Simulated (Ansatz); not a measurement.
# Is this Sr structure a true minimum?

The cell was reached from a generator's guess, though it ends in a space group that the Crystallography Open Database lists for this formula.

The calculation used Ansatz 0.2.0, DFT PBE, scalar-relativistic, plane waves, PAW. Cutoff 420 eV; k points 12×12×12 on the computed 3-atom cell (Γ-centred); Gaussian smearing, width 0.10 eV; no spin polarisation.

The cell below (3 atoms, space group P6/mmm (No. 191)) is relaxed within its symmetry.

```
Sr
1.0
     6.85071    0.00000    0.00000
    -3.42536    5.93289    0.00000
     0.00000    0.00000    4.07512
Sr
3
Direct
  0.00000 0.00000 0.00000
  0.33333 0.66667 0.50000
  0.66667 0.33333 0.50000
```

For the test a repeat of it with 6 atoms (edges 4.08, 6.85, 11.87 Å) was strained at random (σ = 1.5 % a component), the atoms were moved at random (σ = 0.15 Å), and all was relaxed again on a coarse 6×4×2 mesh (in the run’s order of axes) with 0.20 eV smearing, with no symmetry imposed.

Question: Does it come back?

Answer: It doesn't return. The energy falls by 49 meV/atom on that mesh, the volume changes by -2.1 %, and the end has space group Im-3m (No. 229) at a loose tolerance. Relaxed again on a 16×16×16 mesh with 0.10 eV smearing, the new structure lies 52 meV/atom below the first (mesh in the axes of the run's cell; the cell below is made exact in the group named). Space group Im-3m (No. 229), cubic, a = 4.762 Å. Sr has 8 Sr at 4.12 Å and 6 Sr at 4.76 Å.

```
CELL_PARAMETERS angstrom
-2.38076 2.38076 2.38076
2.38076 -2.38076 2.38076
2.38076 2.38076 -2.38076
ATOMIC_POSITIONS crystal
Sr 0.00000 0.00000 0.00000
```
